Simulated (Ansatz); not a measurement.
Random displacements in HfO$_{2}$

All numbers below come from DFT r2SCAN, scalar-relativistic, plane waves, PAW in Ansatz 0.2.0. The runs took a 500 eV cutoff, a Γ-centred 6×6×6 mesh and Gaussian smearing (0.05 eV). Spin–orbit coupling is left out, which matters for the heavy elements here. No spin polarisation. Energies are free energies at this smearing, counted from the undisturbed cell; pressure is positive in compression.

Reference structure (relaxed at this level; this form isn't the usual structure):

```yaml
crystal:
  lattice:
    - [3.57682, 0.00000, 0.00000]
    - [0.00000, 3.57682, 0.00000]
    - [0.00000, 0.00000, 5.20267]
  atoms:
    - { symbol: Hf, position: [0.50000, 0.50000, 0.50000] }
    - { symbol: Hf, position: [0.00000, 0.00000, 0.00000] }
    - { symbol: O, position: [0.00000, 0.50000, 0.69616] }
    - { symbol: O, position: [0.50000, 0.00000, 0.80384] }
    - { symbol: O, position: [0.50000, 0.00000, 0.30384] }
    - { symbol: O, position: [0.00000, 0.50000, 0.19616] }
```

The atoms are displaced (Å, in the unstrained cell):

| atom | ux | uy | uz |
| --- | --- | --- | --- |
| Hf1 | 0.000 | 0.013 | -0.009 |
| Hf2 | 0.014 | -0.045 | 0.004 |
| O3 | -0.053 | 0.043 | 0.003 |
| O4 | 0.025 | 0.001 | -0.009 |
| O5 | -0.020 | -0.009 | 0.022 |
| O6 | 0.033 | -0.003 | -0.010 |

Strain (Voigt, engineering shear): (-0.0004, -0.0217, -0.0239, -0.0194, 0.0086, -0.0191).

Task: What are the energy change, the stress and the forces?

Result: ΔE = 40.9 meV/atom; stress (xx, yy, zz, yz, xz, xy; compression positive) (7.47, 18.88, 16.33, 0.45, 1.30, 3.37) GPa; gap on the mesh 5.29 eV.
```
atom Fx (eV/Å) Fy Fz
 Hf1      -0.51   0.06   0.94
 Hf2       0.01   0.23  -0.83
  O3       1.21  -0.27  -0.09
  O4      -0.66   0.22   0.31
  O5       0.26   0.06  -1.06
  O6      -0.32  -0.29   0.73
```

Cost: 1 run of about 1.2 core-minutes, on Intel Xeon Platinum 8375C (Ice Lake) (shared hosts).